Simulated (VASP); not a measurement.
# InAs (F-43m) in VASP: further runs, part 2 of 2

VASP 6.6.1. Earlier steps stand in the parts before.

## 3. Single point, r2SCAN50

This run uses another cell than the first one, of 28.04 Å³/atom.

The input, POSCAR:

```
InAs
1.0
    0.0000000000      3.0379873375      3.0379873375
    3.0379873375      0.0000000000      3.0379873375
    3.0379873375      3.0379873375      0.0000000000
In As
1 1
Direct
    0.0000000000      0.0000000000      0.0000000000
    0.7500000000      0.7500000000      0.7500000000
```

The input, INCAR.step1:

```
PREC = Accurate ; ENCUT = 520
EDIFF = 1E-5 ; ISMEAR = -1
SIGMA = 0.05 ; LREAL = False
LASPH = True ; NELM = 100
ALGO = Normal ; ISIF = 2
LWAVE = True ; NBANDS = 16
GGA = PE
```

The input, INCAR.step2:

```
PREC = Accurate ; ENCUT = 520
EDIFF = 1E-6 ; ISMEAR = -1
SIGMA = 0.05 ; LREAL = False
LASPH = True ; NELM = 100
ALGO = Normal ; ISIF = 2
LWAVE = False ; LCHARG = True
METAGGA = R2SCAN ; LHFCALC = True
AEXX = 0.5 ; LMIXTAU = True
PRECFOCK = Normal ; LELF = True
LVHAR = True ; NBANDS = 16
ISTART = 1
```

The input, KPOINTS:

```
regular mesh
0
Gamma
  4 4 4
```

Potentials or basis: VASP PAW PBE potentials, release 64 (In_d, As).

Started as:

```bash
> cat potpaw_PBE.64/In_d/POTCAR potpaw_PBE.64/As/POTCAR > POTCAR
> cp INCAR.step1 INCAR
> mpirun -np 1 vasp_std > vasp.out
> cp INCAR.step2 INCAR
> mpirun -np 1 vasp_std > vasp.out
```

Wall time 8 min (1 thread of Intel Xeon Platinum 8259CL at 2.50GHz (Skylake/Cascade Lake), shared host); peak memory 0.19 GiB.

It converged, with:

```yaml
Free_energy: -28.2161 eV
Pressure: -2.0 GPa
Band_gap_on_the_k_mesh: 2.77 eV
```

Levels at points of the mesh, in eV from the valence-band top:
```tsv
k point	band 5	band 6	band 7	band 8	band 9	band 10	band 11	band 12	band 13	band 14
(0.00, 0.00, 0.00)	-17.97	-14.32	0.00	0.00	0.00	2.77	7.03	7.03	7.03	10.95
(0.50, 0.00, 0.00)	-17.97	-12.60	-6.78	-1.15	-1.15	3.88	7.83	7.83	10.09	12.74
(0.50, 0.50, 0.00)	-17.96	-11.94	-6.84	-2.73	-2.73	4.24	4.94	13.02	13.31	13.31
```

Caveat: the k points lie up to 0.45 Å⁻¹ apart; the PAW data sets were made with another functional, which shifts forces and pressure a little; spin-orbit coupling is left out, which moves the levels of the heavy elements.

## 4. Single point, r2SCAN50

This run uses another cell than the first one, of 28.59 Å³/atom.

The input, POSCAR:

```
InAs
1.0
    0.0000000000      3.0577150807      3.0577150807
    3.0577150807      0.0000000000      3.0577150807
    3.0577150807      3.0577150807      0.0000000000
In As
1 1
Direct
    0.0000000000      0.0000000000      0.0000000000
    0.7500000000      0.7500000000      0.7500000000
```

The input, INCAR.step1:

```
SYSTEM = InAs
  ALGO = Normal
  EDIFF = 1E-5
  ENCUT = 520
  GGA = PE
  ISIF = 2
  ISMEAR = -1
  LASPH = .TRUE.
  LREAL = .FALSE.
  LWAVE = .TRUE.
  NBANDS = 16
  NELM = 80
  PREC = Accurate
  SIGMA = 0.05
```

The input, INCAR.step2:

```
SYSTEM = InAs
  AEXX = 0.5
  ALGO = Normal
  EDIFF = 1E-6
  ENCUT = 520
  ISIF = 2
  ISMEAR = -1
  ISTART = 1
  LASPH = .TRUE.
  LCHARG = .TRUE.
  LELF = .TRUE.
  LHFCALC = .TRUE.
  LMIXTAU = .TRUE.
  LREAL = .FALSE.
  LVHAR = .TRUE.
  LWAVE = .FALSE.
  METAGGA = R2SCAN
  NBANDS = 16
  NELM = 80
  PREC = Accurate
  PRECFOCK = Normal
  SIGMA = 0.05
```

The input, KPOINTS:

```
k-points
0
G
  4 4 4
  0 0 0
```

Started as:

```bash
> cat potpaw_PBE.64/In_d/POTCAR potpaw_PBE.64/As/POTCAR > POTCAR
> cp INCAR.step1 INCAR
> mpirun -np 1 vasp_std > vasp.out
> cp INCAR.step2 INCAR
> mpirun -np 1 vasp_std > vasp.out
```

Run time: 15 min. Hardware: 1 thread of Intel Xeon Platinum 8259CL at 2.50GHz (Skylake/Cascade Lake), shared host; peak memory 0.2 GiB.

Results (log left out):

```
Free energy            : -28.1991 eV
Pressure               : -3.1 GPa
Band gap on the k mesh : 2.63 eV
```

Levels at points of the mesh, in eV from the valence-band top:
```tsv
k point	band 5	band 6	band 7	band 8	band 9	band 10	band 11	band 12	band 13	band 14
(0.00, 0.00, 0.00)	-17.96	-14.19	0.00	0.00	0.00	2.63	7.01	7.01	7.01	10.85
(0.50, 0.00, 0.00)	-17.96	-12.53	-6.67	-1.12	-1.12	3.81	7.80	7.80	10.05	12.60
(0.50, 0.50, 0.00)	-17.95	-11.90	-6.75	-2.66	-2.66	4.26	4.92	12.86	13.14	13.14
```

Caveat: the k points lie up to 0.44 Å⁻¹ apart; the PAW data sets were made with another functional, which shifts forces and pressure a little; spin-orbit coupling is left out, which moves the levels of the heavy elements.

## 5. Single point, LDA

This run uses another cell than the first one, of 27.36 Å³/atom.

The input, INCAR:

```
ALGO     = Normal         # electronic algorithm
EDIFF    = 1E-6           # SCF threshold, eV
ENCUT    = 520            # plane-wave cutoff, eV
ISIF     = 2              # what is computed and relaxed
ISMEAR   = -1             # smearing method
LASPH    = T              # aspherical terms in the spheres
LCHARG   = F              # write CHGCAR
LREAL    = F              # projectors in reciprocal space
LWAVE    = F              # write WAVECAR
NBANDS   = 16             # bands
NELM     = 60             # most SCF steps
PREC     = Accurate       # precision mode
SIGMA    = 0.05           # smearing width, eV
```

The input, KPOINTS:

```
k-points
0
Gamma
  8 8 8
```

The input, POSCAR:

```
InAs
1.0
    0.0000000000      3.0132394431      3.0132394431
    3.0132394431      0.0000000000      3.0132394431
    3.0132394431      3.0132394431      0.0000000000
In As
1 1
Direct
    0.0000000000      0.0000000000      0.0000000000
    0.7500000000      0.7500000000      0.7500000000
```

Potentials or basis: VASP PAW LDA potentials, release 64 (In_d, As).

Started as:

```bash
> cat potpaw_LDA.64/In_d/POTCAR potpaw_LDA.64/As/POTCAR > POTCAR
> mpirun -np 1 vasp_std > vasp.out
```

It took 28 s on 1 thread of Intel Xeon 8259CL, shared host; peak memory 0.16 GiB.

The run converged. Its results:

```yaml
Free_energy: -9.0260 eV
Pressure: 0.1 GPa
Band_gap_on_the_k_mesh: zero (filled and empty bands touch)
```

Levels at points of the mesh, in eV from the Fermi level:
| k point | band 6 | band 7 | band 8 | band 9 | band 10 | band 11 | band 12 | band 13 |
| --- | --- | --- | --- | --- | --- | --- | --- | --- |
| (0.00, 0.00, 0.00) | -12.03 | -0.39 | -0.05 | -0.05 | -0.05 | 3.78 | 3.78 | 3.78 |
| (0.50, 0.00, 0.00) | -10.51 | -5.94 | -1.06 | -1.06 | 0.78 | 4.57 | 4.57 | 6.65 |
| (0.50, 0.50, 0.00) | -9.96 | -6.01 | -2.43 | -2.43 | 1.36 | 1.91 | 9.02 | 9.16 |

Caveat: semilocal functionals underestimate gaps, so a narrow gap can read as zero; spin-orbit coupling is left out, which moves the levels of the heavy elements.

## 6. Single point, PBE

This run uses another cell than the first one, of 27.49 Å³/atom.

The input, INCAR:

```
SYSTEM = InAs
  PREC = Accurate
  ENCUT = 520
  EDIFF = 1E-6
  ISMEAR = 0
  SIGMA = 0.025
  LREAL = .FALSE.
  LASPH = .TRUE.
  NELM = 80
  ALGO = Normal
  ISIF = 2
  LWAVE = .FALSE.
  LCHARG = .FALSE.
  GGA = PE
  NBANDS = 16
```

The input, KPOINTS:

```
Automatic mesh
0
G
  8 8 8
  0 0 0
```

The input, POSCAR:

```
InAs
1.0
    0.0000000000      3.0180000000      3.0180000000
    3.0180000000      0.0000000000      3.0180000000
    3.0180000000      3.0180000000      0.0000000000
In As
1 1
Direct
    0.0000000000      0.0000000000      0.0000000000
    0.7500000000      0.7500000000      0.7500000000
```

Potentials or basis: VASP PAW PBE potentials, release 64 (In_d, As).

Started as:

```bash
> cat potpaw_PBE.64/In_d/POTCAR potpaw_PBE.64/As/POTCAR > POTCAR
> mpirun -np 1 vasp_std > vasp.out
```

Run time: 28 s. Hardware: 1 thread of Intel Xeon 8259CL, shared host; peak memory 0.19 GiB.

It converged, with:

- Free energy: -7.6613 eV
- Pressure: 4.4 GPa
- Band gap on the k mesh: zero (filled and empty bands touch)

Levels at points of the mesh, in eV from the Fermi level:
```tsv
k point	band 5	band 6	band 7	band 8	band 9	band 10	band 11	band 12	band 13	band 14
(0.00, 0.00, 0.00)	-14.28	-11.90	-0.18	-0.01	-0.01	-0.01	3.90	3.90	3.90	7.52
(0.50, 0.00, 0.00)	-14.27	-10.42	-5.80	-1.00	-1.00	0.96	4.67	4.67	6.85	9.06
(0.50, 0.50, 0.00)	-14.26	-9.87	-5.87	-2.35	-2.35	1.53	2.05	9.21	9.30	9.30
```

Caveat: the cell stands under pressure; semilocal functionals underestimate gaps, so a narrow gap can read as zero; spin-orbit coupling is left out, which moves the levels of the heavy elements.

## 7. Summary

| level | potentials or basis | cell | k mesh | smearing | grid for exact exchange (PRECFOCK) | share of exact exchange | gap on the mesh (eV) | pressure (GPa) |
| --- | --- | --- | --- | --- | --- | --- | --- | --- |
| r2SCAN50 | VASP PAW PBE potentials, release 64 (In_d, As) | a = 4.239 Å, angles 60.0°, 2 atoms | 4 × 4 × 4 | fermi-dirac 0.05 eV | Normal | 0.5 | 3.05 | 0.8 |
| r2SCAN50 | VASP PAW PBE potentials, release 64 (In_d, As) | a = 4.296 Å, angles 60.0°, 2 atoms | 4 × 4 × 4 | fermi-dirac 0.05 eV | Normal | 0.5 | 2.77 | -2.0 |
| r2SCAN50 | VASP PAW PBE potentials, release 64 (In_d, As) | a = 4.324 Å, angles 60.0°, 2 atoms | 4 × 4 × 4 | fermi-dirac 0.05 eV | Normal | 0.5 | 2.63 | -3.1 |
| LDA | VASP PAW LDA potentials, release 64 (In_d, As) | a = 4.261 Å, angles 60.0°, 2 atoms | 8 × 8 × 8 | fermi-dirac 0.05 eV | - | - | none | 0.1 |
| PBE | VASP PAW PBE potentials, release 64 (In_d, As) | a = 4.268 Å, angles 60.0°, 2 atoms | 8 × 8 × 8 | gaussian 0.025 eV | - | - | none | 4.4 |

Alike in all rows: task single point; no spin polarisation; cutoff (eV) 520.

Caveats: some runs use coarse meshes; spin-orbit coupling is left out, which moves the levels of the heavy elements; the PAW data sets were made with another functional, which shifts forces and pressure a little (at least some runs); semilocal functionals underestimate gaps, so a narrow gap can read as zero (at least some runs); the cell stands under pressure (at least some runs).

Absolute energies hang on the potentials; compare differences alone.

## 8. How close it comes

Step 5. Against the measured gap of InAs, 0.418 eV (direct; 4.2 K; a printed reference work, data compilation), the calculated 0.00 eV is off by -0.42 eV. Spin-orbit coupling on As, In is left out. The value is that of LDA on a finite k mesh, which can miss the band edges, without temperature or zero-point motion. Semilocal functionals fall short of measured gaps as a rule.
